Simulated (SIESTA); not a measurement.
Runs of SIESTA 5.4.2 on CuO (Tenorite). The structure is monoclinic, space group C2/c (No. 15). Conventional cell: a = 4.684 Å, b = 3.423 Å, c = 5.129 Å, α = 90.00°, β = 99.54°, γ = 90.00°. Around Cu (site symmetry -1) lie 4 O at 1.95 to 1.96 Å. Around O (site symmetry 2) lie 4 Cu at 1.95 to 1.96 Å. 

```csv
task,level,potentials or basis,energy shift,gap on the mesh (eV),pressure (GPa),largest force (eV/Å)
single point,PBE,"PseudoDojo 0.4 standard (PBE files), DZDP (energy shift 0.003 Ry; two zetas on semicore shells)",0.003 Ry,none,7.0,(b)
single point,PBE,"PseudoDojo 0.4 standard (PBE files), TZP (energy shift 0.003 Ry; two zetas on semicore shells)",0.003 Ry,none,6.1,(c)
single point,PBE,"PseudoDojo 0.4 standard (PBE files), SZP (energy shift 0.003 Ry)",0.003 Ry,none,(d),0.04
band structure,PBE,"PseudoDojo 0.4 standard (PBE files), TZP (energy shift 0.01 Ry)",0.01 Ry,none,3.7,(a)
single point,PBE,"PseudoDojo 0.4 standard (PBE files), DZP (energy shift 0.003 Ry; two zetas on semicore shells)",0.003 Ry,none,7.0,0.10
single point,PBE,"PseudoDojo 0.4 standard (PBE files), DZ (energy shift 0.003 Ry; two zetas on semicore shells)",0.003 Ry,none,5.4,0.01
band structure,AM05,"PseudoDojo 0.4 standard (PBEsol files), DZP (energy shift 0.003 Ry; two zetas on semicore shells)",0.003 Ry,none,-1.3,0.22
```

Alike in all rows: no spin polarisation; cell as given; k mesh 10 × 10 × 5; smearing fermi-dirac 0.05 eV; grid cutoff 800 Ry.

Question: Fill in the values left out.

Answer: (a) 0.12; (b) 0.09; (c) 0.15; (d) 9.3.

Caveats: the basis of atomic orbitals isn't converged, which shifts pressures, moduli and gaps; the run has no spin polarisation, though such a crystal can be magnetic; semilocal functionals often make such compounds metallic where correlation or magnetic order opens a gap, which also shifts bond lengths; short orbitals over semicore shells can move pressures by several GPa (some runs); semicore shells carry a single zeta, which can move pressures by several GPa and volumes by a few percent (some runs); the basis has no polarisation orbitals (some runs); the potentials were made for another functional, which shifts forces and pressure (some runs).

A gap of «none» marks a metal or a gap under the smearing width.
